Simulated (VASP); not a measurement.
The system is PtSe2 (Sudovikovite).

```
Pt Se
1.0
     3.72400    0.00000    0.00000
    -1.86200    3.22508    0.00000
     0.00000    0.00000    5.06200
Pt Se
1 2
Direct
  0.00000 0.00000 0.00000
  0.66667 0.33333 0.75000
  0.33333 0.66667 0.25000
```

```yaml
Program: VASP 6.6.1
Task: relaxation of cell and atoms
Functional: LDA
Potentials_or_basis: VASP PAW LDA potentials, release 64 (Pt, Se)
Cutoff: 600 eV
k_mesh: 8 × 8 × 4
Occupations: fermi-dirac, width 0.05 eV
Spin: no spin polarisation
```

At the start: pressure -0.0 GPa; volume 20.27 Å³/atom.

Where does the relaxation end?

Over 16 steps the energy falls by 12.5 meV/atom and the volume is 19.20 Å³/atom (-5.3 %); space group P-3m1 (No. 164, to 0.05 Å).

The path:
| step | energy change (eV) | largest force (eV/Å) | pressure (GPa) | volume (Å³) |
| --- | --- | --- | --- | --- |
| 1 | 0.0000 | 0.1915 | -0.04 | 60.80 |
| 2 | -0.0052 | 0.1139 | -0.81 | 60.75 |
| 3 | -0.0106 | 0.0577 | -2.50 | 60.65 |
| 4 | -0.0117 | 0.0571 | -2.49 | 60.57 |
| 5 | -0.0150 | 0.0567 | -2.42 | 60.33 |
| 6 | -0.0213 | 0.0567 | -2.25 | 59.86 |
| 7 | -0.0311 | 0.0732 | -1.86 | 58.92 |
| 8 | -0.0306 | 0.1806 | -0.62 | 57.02 |
| 9 | -0.0351 | 0.0982 | -1.37 | 58.12 |
| 10 | -0.0353 | 0.1067 | -1.26 | 57.96 |
| 11 | -0.0370 | 0.0425 | -0.66 | 57.84 |
| 12 | -0.0375 | 0.0169 | -0.10 | 57.72 |
| 13 | -0.0375 | 0.0205 | -0.08 | 57.71 |
| 14 | -0.0376 | 0.0170 | -0.07 | 57.70 |
| 15 | -0.0376 | 0.0101 | -0.05 | 57.66 |
| 16 | -0.0376 | 0.0039 | -0.01 | 57.59 |

Final structure:
```yaml
crystal:
  lattice:
    - [3.74637, 0.00000, 0.00000]
    - [-1.87318, 3.24445, 0.00000]
    - [0.00000, 0.00000, 4.73789]
  atoms:
    - { symbol: Pt, position: [0.00000, 0.00000, 0.00000] }
    - { symbol: Se, position: [0.66667, 0.33333, 0.73353] }
    - { symbol: Se, position: [0.33333, 0.66667, 0.26647] }
```
